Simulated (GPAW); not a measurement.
# Mn (P6_3/mmc) in GPAW: reference runs

Reference runs on Mn: the cell as given and a disturbed copy.

Everything below comes from runs of GPAW 26.7.0. Logs are shortened: lines on timing, memory, paths and dates and some standing lists are left out, and cuts for length are marked. The log counts tension as positive stress, the text compression.

### 1 Starting point

Symmetry: P6_3/mmc, No. 194, hexagonal system. The conventional cell has a = 2.484 Å, b = 2.484 Å, c = 4.026 Å, α = 90.00°, β = 90.00°, γ = 120.00°. Mn (site symmetry -6m2) is surrounded by 12 Mn at 2.47 to 2.48 Å.

This isn't the form of Mn at room conditions, which is a 58-atom cubic cell.

### 2 Single point, PBE, collinear spin, ferromagnetic start

Input file run.py:

```python
from ase import Atoms
from ase.dft.bandgap import bandgap
from ase.io import write
from ase.units import Bohr, GPa
from gpaw import GPAW, PW
from gpaw.elf import elf_from_dft_calculation

atoms = Atoms(['Mn', 'Mn'],
              cell=[[2.4836457705, 0.0, 0.0],
                    [-1.2418228853, 2.1509003313, 0.0],
                    [0.0, 0.0, 4.026195]],
              scaled_positions=[[0.3333333333, 0.6666666667, 0.25],
                                [0.6666666667, 0.3333333333, 0.75]],
              pbc=True)
atoms.set_initial_magnetic_moments([4.0, 4.0])

calc = GPAW(mode=PW(600),
            xc='PBE',
            kpts={'size': (12, 12, 7), 'gamma': True},
            occupations={'name': 'fermi-dirac', 'width': 0.05},
            nbands=28,
            convergence={'density': 1e-05, 'energy': 1e-05},
            maxiter=150,
            txt='gpaw.txt')
atoms.calc = calc
energy = atoms.get_potential_energy()
forces = atoms.get_forces()
stress = atoms.get_stress()
calc.write('gs.gpw')
write('result.traj', atoms)
print(f'Energy: {energy:.6f} eV')
print('Forces (eV/A):')
print(forces.round(4))
print('Stress (GPa):', (stress / GPa).round(3))
print('Moments:', calc.get_magnetic_moments().round(3))
print('Fermi level:', round(calc.get_fermi_level(), 4), 'eV')
print(f'Gap: {bandgap(calc)[0]:.4f} eV, direct: {bandgap(calc, direct=True)[0]:.4f} eV')

# fields on the real-space grid
write('density.cube', atoms, data=calc.get_pseudo_density() * Bohr**3)
write('potential.cube', atoms, data=calc.get_electrostatic_potential())
write('spin.cube', atoms, data=(calc.get_pseudo_density(spin=0) - calc.get_pseudo_density(spin=1)) * Bohr**3)
write('elf.cube', atoms, data=elf_from_dft_calculation(calc).data)
```

Potentials or basis: GPAW PAW data sets (gpaw-data 1.2.1), pw.

Command:

```console
> OMP_NUM_THREADS=1 python run.py
```

gpaw.txt:

```text
__  _  _
 | _ |_)|_||  |
 |__||  | ||/\| - 26.7.0

Input parameters:
  mode=PW(ecut=600.0),
  convergence={'density': 1e-05, 'energy': 1e-05},
  kpts=MonkhorstPack(size=(12, 12, 7), gamma=True),
  maxiter=150,
  nbands=28,
  occupations=Occupations(name='fermi-dirac', width=0.05),
  xc=XC(name='PBE')

Diagonalizing LCAO Hamiltonian
Converting LCAO to pw mode

          Mn

        Mn

Atoms  # Å, Bohr magnetons
|   | symbol |         x |        y |        z |    initial magnetic moments |
|---|--------|-----------|----------|----------|-----------------------------|
| 0 |     Mn | -0.000000 | 1.433934 | 1.006549 | ( 0.0000,  0.0000,  4.0000) |
| 1 |     Mn |  1.241823 | 0.716967 | 3.019646 | ( 0.0000,  0.0000,  4.0000) |

Unit cell  # Å
| periodic |         x |        y |        z |  lengths |     angles |
|----------|-----------|----------|----------|----------|------------|
|      yes |  2.483646 | 0.000000 | 0.000000 | 2.483646 |  90.000000 |
|      yes | -1.241823 | 2.150900 | 0.000000 | 2.483646 |  90.000000 |
|      yes |  0.000000 | 0.000000 | 4.026195 | 4.026195 | 120.000000 |

Number of symmetries: 12
Symmetry operations  # r_c * U_cc + t_c -> r_c
|    | kind |            matrix            |
|----|------|------------------------------|
|  0 |  σ   |  1, 1, 0,  0,-1, 0,  0, 0, 1 |
|  1 |  S6  |  1, 1, 0, -1, 0, 0,  0, 0,-1 |
|  2 |  E   |  1, 0, 0,  0, 1, 0,  0, 0, 1 |
|  3 |  C2  |  1, 0, 0, -1,-1, 0,  0, 0,-1 |
|  4 |  C2  |  0, 1, 0,  1, 0, 0,  0, 0,-1 |
|  5 |  C3  |  0, 1, 0, -1,-1, 0,  0, 0, 1 |
|  6 |  S6  |  0,-1, 0,  1, 1, 0,  0, 0,-1 |
|  7 |  σ   |  0,-1, 0, -1, 0, 0,  0, 0, 1 |
|  8 |  σ   | -1, 0, 0,  1, 1, 0,  0, 0, 1 |
|  9 |  i   | -1, 0, 0,  0,-1, 0,  0, 0,-1 |
| 10 |  C3  | -1,-1, 0,  1, 0, 0,  0, 0, 1 |
| 11 |  C2  | -1,-1, 0,  0, 1, 0,  0, 0,-1 |

BZ-sampling:
  Number of BZ points: 1008
  Number of IBZ points: 112

  Monkhorst-Pack size: [12, 12, 7]
  Monkhorst-Pack shift: [0.041666666666666664, 0.041666666666666664, 0.0]

K-points  # in reciprocal-cell coordinates
|     |                                coordinates |     weight |
|-----|--------------------------------------------|------------|
|   0 | ( -0.00000000,  -0.00000000,   0.00000000) | 0.00099206 |
|   1 | ( -0.00000000,  -0.00000000,   0.14285714) | 0.00198413 |
|   2 | ( -0.00000000,  -0.00000000,   0.28571429) | 0.00198413 |
|   3 | ( -0.00000000,  -0.00000000,   0.42857143) | 0.00198413 |
|   4 | (  0.08333333,  -0.00000000,  -0.42857143) | 0.00595238 |
|   5 | (  0.08333333,  -0.00000000,  -0.28571429) | 0.00595238 |
|   6 | (  0.08333333,  -0.00000000,  -0.14285714) | 0.00595238 |
|   7 | (  0.08333333,  -0.00000000,   0.00000000) | 0.00595238 |
|   8 | (  0.08333333,  -0.00000000,   0.14285714) | 0.00595238 |
|   9 | (  0.08333333,  -0.00000000,   0.28571429) | 0.00595238 |
| ... |                                            |            |
| 111 | (  0.50000000,   0.50000000,   0.42857143) | 0.00595238 |

Plane wave coefficients: 744
Cutoff: 600.0 eV

Spin-components: 2 (collinear spins)
Bands:           28
Projectors:      12
Spin-degeneracy: 1
Datatype:        complex128

Parallelization:
  kpt:    1
  domain: 1
  band:   1

Density:
  Valence electrons: 30.0
  Components: 2
  Grid points: [15 15 24]
  Charge: 0.0  # |e|

Potential:
  Grid points: [15 15 24]

species:
  Mn:
    name:    Manganese
    Z:       25.0
    valence: 15
    core:    10
    charge:  0.0  # [|e|]
    compensation charges:
      type: gauss
      rc: 0.38  # [Å]
      lmax: 2
    cutoffs:
      filter: 2.14  # [Å]
      core: 0.86  # [Å]
    projectors
    | kind |    occ | energy [eV] | rcut [Å] |
    |------|--------|-------------|----------|
    |   3s |  2.000 |     -85.859 |    1.275 |
    |   4s |  2.000 |      -5.106 |    1.275 |
    |   3p |  6.000 |     -54.597 |    1.281 |
    |   4p |  0.000 |      -1.371 |    1.281 |
    |   3d |  5.000 |      -6.771 |    1.138 |
    |    d |        |      20.441 |    1.138 |

    Using partial waves for Mn as LCAO basis

Reference energy: -63028.176146  # eV

eigensolver:
  PPCG
  Converge bands: occupied
  niter=2

density mixing:
  MSR1-Mixer
  Pratt-step length: 0.05
  Maximum mixing coefficient: 0.75
  Old densities: 10
  SVD Regularization: 0.005
  Good broyden scale: 1.0
  Trust region scale: 1.0
  Backstep threshold: 4.0
  History deletion threshold: 6.0
  Fourier metric: weight=20.0, sigma=0.015

occupation numbers:
  Fermi-Dirac:
    width: 0.0500  # eV

poisson solver:
  ecut: 4800.0  # eV

xc functional:
  name: PBE with 2 nearest neighbor stencil

convergence criteria:
- Maximum integral of absolute [dens]ity change: 1e-05 electrons / valence electron
- Maximum [total energy] change in last 3 cyles: 1e-05 eV / valence electron
- Maximum integral of absolute [eigenst]ate change: 4e-08 eV^2 / valence electron
maximum number of iterations: 150

SCF iterations
|iter     | |      energy | eigst |  dens |  magmom |
|---------|-|-------------|-------|-------|---------|
|iter:   1| |  -17.215808 | +0.18 |       |  +8.0156|
|iter:   2| |  -17.236480 | -2.83 | -0.89 |  +7.8640|
|iter:   3| |  -18.273596 | -2.72 | -0.91 |  +5.4651|
|iter:   4| |  -18.967528 | -2.42 | -1.06 |  +2.6646|
|iter:   5| |  -19.252344 | -2.77 | -1.41 |  +0.0738|
|iter:   6| |  -19.353772 | -2.73 | -1.61 |  -0.0636|
|iter:   7| |  -19.350815 | -4.06 | -1.95 |  +0.1142|
|iter:   8| |  -19.354526 | -4.06 | -2.33 |  -0.0699|
|iter:   9| |  -19.354743 | -5.46 | -2.66 |  -0.0037|
|iter:  10| |  -19.354869 | -5.67 | -3.30 |  +0.0049|
|iter:  11| |  -19.354888c| -6.48 | -3.81 |  +0.0003|
|iter:  12| |  -19.354892c| -7.14 | -4.22 |  +0.0014|
|iter:  13| |  -19.354893c| -8.13c| -4.53 |  +0.0002|
|iter:  14| |  -19.354893c| -8.14c| -5.18c|  +0.0001|

Converged in 14 steps
Energy contributions relative to reference atoms: (reference = -63028.176146)

Energy contributions:
  Kinetic:          -4.205797
  Coulomb:           2.335531
  Zero:              0.460361
  External:          0.000000
  Xc:              -17.934189
  Entropy:          -0.021598
  Spinorbit:         0.000000
  ----------------------------
  Free energy:     -19.365692
  Extrapolated:    -19.354893

dipole moment: (0.000000, 0.000000, 0.000000)  # |e|*Ang

Total magnetic moment: (0.000000, 0.000000, 0.000050)

Local magnetic moments
|        x |        y |        z |
|----------|----------|----------|
| 0.000000 | 0.000000 | 0.000021 |  # Mn   0
| 0.000000 | 0.000000 | 0.000021 |  # Mn   1

Fermi level: 10.608
Eigenvalues  # (at kpt = [-0.000, -0.000, 0.000])
| band index |      eig [eV] | occ [0-1] |      eig [eV] | occ [0-1] |
|------------|---------------|-----------|---------------|-----------|
|          0 |       -68.528 |     1.000 |       -68.528 |     1.000 |
|        ... |               |           |               |           |
|          7 |       -36.852 |     1.000 |       -36.852 |     1.000 |
|          8 |         2.433 |     1.000 |         2.433 |     1.000 |
|          9 |         6.195 |     1.000 |         6.195 |     1.000 |
|         10 |         9.632 |     1.000 |         9.632 |     1.000 |
|         11 |         9.662 |     1.000 |         9.662 |     1.000 |
|         12 |         9.662 |     1.000 |         9.662 |     1.000 |
[... 8 lines left out ...]
|         21 |        31.547 |     0.000 |        31.547 |     0.000 |
|         22 |        34.922 |     0.000 |        34.922 |     0.000 |
|        ... |               |           |               |           |
|         27 |        37.663 |     0.000 |        37.663 |     0.000 |

No gap
No difference between direct/indirect transitions

Forces  # eV/Ang
|        x |       y |        z |
|----------|---------|----------|
| -0.00000 | 0.00000 | -0.00013 |  # Mn   0
|  0.00000 | 0.00000 |  0.00013 |  # Mn   1

Stress tensor  # eV/Ang^3
|         x |         y |         z |
|-----------|-----------|-----------|
| -0.004368 | -0.000000 |  0.000000 |
| -0.000000 | -0.004368 |  0.000000 |
|  0.000000 |  0.000000 | -0.002050 |

# Writing to gs.gpw (mode='')
```

Run time: 1.7 min. Hardware: 1 thread of Arm Neoverse V2, shared host; peak memory 0.22 GiB.

Results:

- Free energy: -19.3657 eV
- Pressure: 0.6 GPa
- Band gap on the k mesh: none (metal or under the smearing width)
- Net moment: 0.00 μB per cell

Caveat: the starting moments collapsed, and a magnetic state may lie lower.

### 3 Single point, PBE, collinear spin, ferromagnetic start (atoms moved at random, drawn with an rms of 0.05 Å)

Input file run.py:

```python
from ase import Atoms
from ase.dft.bandgap import bandgap
from ase.io import write
from ase.units import GPa
from ase.parallel import parprint
from gpaw import GPAW, PW

atoms = Atoms(['Mn', 'Mn'],
              cell=[[2.4836457705, 0.0, 0.0],
                    [-1.2418228853, 2.1509003313, 0.0],
                    [0.0, 0.0, 4.026195]],
              scaled_positions=[[0.340605, 0.676587, 0.246355],
                                [0.723194, 0.36785, 0.75019]],
              pbc=True)
atoms.set_initial_magnetic_moments([4.0, 4.0])

calc = GPAW(mode=PW(600),
            xc='PBE',
            kpts={'size': (12, 12, 7), 'gamma': True},
            occupations={'name': 'fermi-dirac', 'width': 0.05},
            nbands=28,
            convergence={'density': 1e-05, 'energy': 1e-05},
            maxiter=150,
            txt='gpaw.txt')
atoms.calc = calc
energy = atoms.get_potential_energy()
forces = atoms.get_forces()
stress = atoms.get_stress()
calc.write('gs.gpw')
write('result.traj', atoms)
parprint(f'Energy: {energy:.6f} eV')
parprint('Forces (eV/A):')
parprint(forces.round(4))
parprint('Stress (GPa):', (stress / GPa).round(3))
parprint('Moments:', calc.get_magnetic_moments().round(3))
parprint('Fermi level:', round(calc.get_fermi_level(), 4), 'eV')
parprint(f'Gap: {bandgap(calc)[0]:.4f} eV, direct: {bandgap(calc, direct=True)[0]:.4f} eV')
```

Potentials or basis: GPAW PAW data sets (gpaw-data 1.2.1), pw.

Command:

```console
> OMP_NUM_THREADS=1 mpirun -n 4 gpaw python run.py
```

gpaw.txt:

```text
__  _  _
 | _ |_)|_||  |
 |__||  | ||/\| - 26.7.0

Input parameters:
  mode=PW(ecut=600.0),
  convergence={'density': 1e-05, 'energy': 1e-05},
  kpts=MonkhorstPack(size=(12, 12, 7), gamma=True),
  maxiter=150,
  nbands=28,
  occupations=Occupations(name='fermi-dirac', width=0.05),
  xc=XC(name='PBE')

Diagonalizing LCAO Hamiltonian
Converting LCAO to pw mode

          Mn

        Mn

Atoms  # Å, Bohr magnetons
|   | symbol |        x |        y |        z |    initial magnetic moments |
|---|--------|----------|----------|----------|-----------------------------|
| 0 |     Mn | 0.005741 | 1.455271 | 0.991873 | ( 0.0000,  0.0000,  4.0000) |
| 1 |     Mn | 1.339353 | 0.791209 | 3.020411 | ( 0.0000,  0.0000,  4.0000) |

Unit cell  # Å
| periodic |         x |        y |        z |  lengths |     angles |
|----------|-----------|----------|----------|----------|------------|
|      yes |  2.483646 | 0.000000 | 0.000000 | 2.483646 |  90.000000 |
|      yes | -1.241823 | 2.150900 | 0.000000 | 2.483646 |  90.000000 |
|      yes |  0.000000 | 0.000000 | 4.026195 | 4.026195 | 120.000000 |

Number of symmetries: 1
Symmetry operations  # r_c * U_cc + t_c -> r_c
|   | kind |            matrix            |
|---|------|------------------------------|
| 0 |  E   |  1, 0, 0,  0, 1, 0,  0, 0, 1 |

BZ-sampling:
  Number of BZ points: 1008
  Number of IBZ points: 506

  Monkhorst-Pack size: [12, 12, 7]
[... 120 lines left out ...]
|iter:  16| |  -19.341907c| -7.29 | -4.06 |  +0.0012|
|iter:  17| |  -19.341907c| -7.98c| -4.49 |  +0.0002|
|iter:  18| |  -19.341908c| -7.91c| -4.91 |  -0.0000|
|iter:  19| |  -19.341907c| -8.34c| -5.44c|  -0.0001|

Converged in 19 steps
Energy contributions relative to reference atoms: (reference = -63028.176146)

Energy contributions:
  Kinetic:          -4.059971
  Coulomb:           2.243637
  Zero:              0.460221
  External:          0.000000
  Xc:              -17.974693
  Entropy:          -0.022203
  Spinorbit:         0.000000
  ----------------------------
  Free energy:     -19.353009
  Extrapolated:    -19.341907

dipole moment: (0.474945, 0.392082, -0.053282)  # |e|*Ang

Total magnetic moment: (0.000000, 0.000000, -0.000051)

Local magnetic moments
|        x |        y |         z |
|----------|----------|-----------|
| 0.000000 | 0.000000 |  0.006764 |  # Mn   0
| 0.000000 | 0.000000 | -0.006813 |  # Mn   1

Fermi level: 10.616
Eigenvalues  # (at kpt = [-0.000, -0.000, 0.000])
| band index |      eig [eV] | occ [0-1] |      eig [eV] | occ [0-1] |
|------------|---------------|-----------|---------------|-----------|
|          0 |       -68.524 |     1.000 |       -68.524 |     1.000 |
|        ... |               |           |               |           |
|          8 |         2.435 |     1.000 |         2.435 |     1.000 |
|          9 |         6.203 |     1.000 |         6.203 |     1.000 |
|         10 |         9.557 |     1.000 |         9.557 |     1.000 |
|         11 |         9.621 |     1.000 |         9.621 |     1.000 |
|         12 |         9.726 |     1.000 |         9.726 |     1.000 |
|         13 |        10.063 |     1.000 |        10.063 |     1.000 |
[... 8 lines left out ...]
|         22 |        34.762 |     0.000 |        34.762 |     0.000 |
|         23 |        34.935 |     0.000 |        34.935 |     0.000 |
|        ... |               |           |               |           |
|         27 |        37.969 |     0.000 |        37.969 |     0.000 |

No gap
No difference between direct/indirect transitions

Forces  # eV/Ang
|        x |        y |        z |
|----------|----------|----------|
|  0.20042 |  0.11556 |  0.04635 |  # Mn   0
| -0.20042 | -0.11556 | -0.04634 |  # Mn   1

Stress tensor  # eV/Ang^3
|         x |         y |         z |
|-----------|-----------|-----------|
| -0.012668 | -0.008006 | -0.001509 |
| -0.008006 | -0.003456 | -0.000870 |
| -0.001509 | -0.000870 |  0.000424 |

# Writing to gs.gpw (mode='')
```

stdout:

```text
Energy: -19.341907 eV
Forces (eV/A):
[[ 0.2004  0.1156  0.0463]
 [-0.2004 -0.1156 -0.0463]]
Stress (GPa): [-2.03  -0.554  0.068 -0.139 -0.242 -1.283]
Moments: [ 0.007 -0.007]
Fermi level: 10.616 eV
Gap: 0.0000 eV, direct: 0.0000 eV
```

It took 2.6 min on 4 MPI ranks of Arm Neoverse V2, shared host; peak memory 0.26 GiB.

Results:

* Free energy: -19.3530 eV
* Pressure: 0.8 GPa
* Largest force: 0.236 eV/Å
* Band gap on the k mesh: none (metal or under the smearing width)
* Net moment: 0.00 μB per cell

Forces on the atoms (eV/Å):
```
Mn   0.200  0.116  0.046
Mn  -0.200 -0.116 -0.046
```

Caveat: the starting moments collapsed, and a magnetic state may lie lower.
